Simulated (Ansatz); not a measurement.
## Every step of a relaxation of GaP (CsCl type)

DFT, PBE, PAW with Ansatz's default frozen-core files, scalar-relativistic (Ansatz 0.2.0); a Γ-centred 14×14×14 k mesh, Fermi–Dirac smearing of 0.1 eV, no spin polarisation. The run relaxes cell and atoms at a target pressure of -0.028 GPa.

Command: `ansatz run input.yaml --threads 1 --pin off --max-ram 3584MiB --backend cpu --events-out ev --progress --plain --runs-dir out` It took 8.8 s on 1 thread of Intel(R) Xeon(R) Platinum 8488C (Sapphire Rapids), with other jobs on the host, peak memory 0.42 GiB.

PAW: frozen-core files, cutoff 420 eV; forces are relaxed below 0.005 eV/Å.

Each step lists its enthalpy F + pV a cell above the last geometry, the pressure, the cell vectors (Å), and Cartesian positions (Å) with forces (eV/Å).

The first step:

```
step 1  dH = 12.00 meV  P = 3.11 GPa
  cell 3.1733 0.0000 0.0000  0.0000 3.1733 0.0000  0.0000 0.0000 3.1733
  Ga 0.0000 0.0000 0.0000   0.0000 0.0000 0.0000
  P 1.5867 1.5867 1.5867   0.0000 0.0000 0.0000
```

Task: Where does the relaxation end, and by which steps?

Result: After 2 geometries, with conventional a, b, c = 3.216, 3.216, 3.216 Å, at 16.632 Å³/atom (+4.09 % against the start) in space group Pm-3m, with a shortest distance of 2.785 Å. The further steps:
```
step 2  dH = 0.00 meV  P = -0.01 GPa
  cell 3.2161 0.0000 0.0000  0.0000 3.2161 0.0000  0.0000 0.0000 3.2161
  Ga 0.0000 0.0000 0.0000   0.0000 0.0000 0.0000
  P 1.6080 1.6080 1.6080   0.0000 0.0000 0.0000
step 3  dH = -0.40 meV  P = -0.01 GPa  (same geometry on a basis chosen anew; earlier energies don't compare to the last digit)
  cell 3.2161 0.0000 0.0000  0.0000 3.2161 0.0000  0.0000 0.0000 3.2161
  Ga 0.0000 0.0000 0.0000   0.0000 0.0000 0.0000
  P 1.6080 1.6080 1.6080   0.0000 0.0000 0.0000
```
